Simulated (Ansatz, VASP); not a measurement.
## SnSe: VASP beside Ansatz

File INCAR:

```
ALGO = Normal
EDIFF = 1E-8
ENCUT = 520
GGA = PE
ISIF = 2
ISMEAR = -1
LASPH = True
LCHARG = False
LEFG = True
LREAL = False
LWAVE = False
NBANDS = 17
NELM = 80
PREC = Accurate
SIGMA = 0.02
```

Contents of KPOINTS:

```
k-points
0
Gamma
  9 9 9
```

Contents of POSCAR:

```
SnSe
1.0
    0.0000000000      3.0702000000      3.0100000000
    3.0702000000      0.0000000000      3.0100000000
    3.0702000000      3.0702000000      0.0000000000
Sn Se
1 1
Direct
    0.0000000000      0.0000000000      0.0000000000
    0.5000000000      0.5000000000      0.5000000000
```

Input for Ansatz:

```yaml
crystal:
  lattice:
    - [0.0, 3.0702, 3.01]
    - [3.0702, 0.0, 3.01]
    - [3.0702, 3.0702, 0.0]
  atoms:
    - { symbol: Sn, position: [0.0, 0.0, 0.0] }
    - { symbol: Se, position: [0.5, 0.5, 0.5] }
kpoints:
  mp_grid: { grid: [9, 9, 9] }
scf:
  occupations: { method: fermi_dirac, width: 0.02 }
hamiltonian:
  xc: pbe
  pseudopotentials: { kind: paw }
output:
  forces: true
  stress: true
  eigenvalues: true
  efg: { contact_densities: true }
```

Change from the starting cell: equal xx and yy strain of +2 %, PAW files.

Alike in both runs: task electric field gradients; functional PBE; k mesh 9 × 9 × 9; occupations fermi-dirac, width 0.02 eV; no spin polarisation.

|  | VASP | Ansatz |
| --- | --- | --- |
| version | VASP 6.6.1 | Ansatz 0.2.0 |
| potentials or method | VASP PAW PBE potentials, release 64 (Sn_d, Se) | PAW with Ansatz's default frozen-core files, scalar-relativistic |
| plane-wave cutoff (eV) | 520 | 420 |
| valence electrons in the cell | 20 | 30 |

```tsv
	VASP	Ansatz	Ansatz less VASP
pressure (GPa)	-0.8	-0.8	0.00
largest component of the traceless stress (GPa)	1.40	1.40	-0.006
Vzz of the field gradient on the site that differs most (V/Å²)	-27.4	-28.1	-0.66
```

With one functional, cell and mesh, what is left measures potentials, basis and numerics. The two sets of potentials don't hold the same shells in valence. Ansatz warned: «gradients_without_spin_orbit».

Caveats: spin-orbit coupling is left out, which moves the levels of the heavy elements; an odd mesh through Γ misses points on the zone boundary, where band edges often lie.
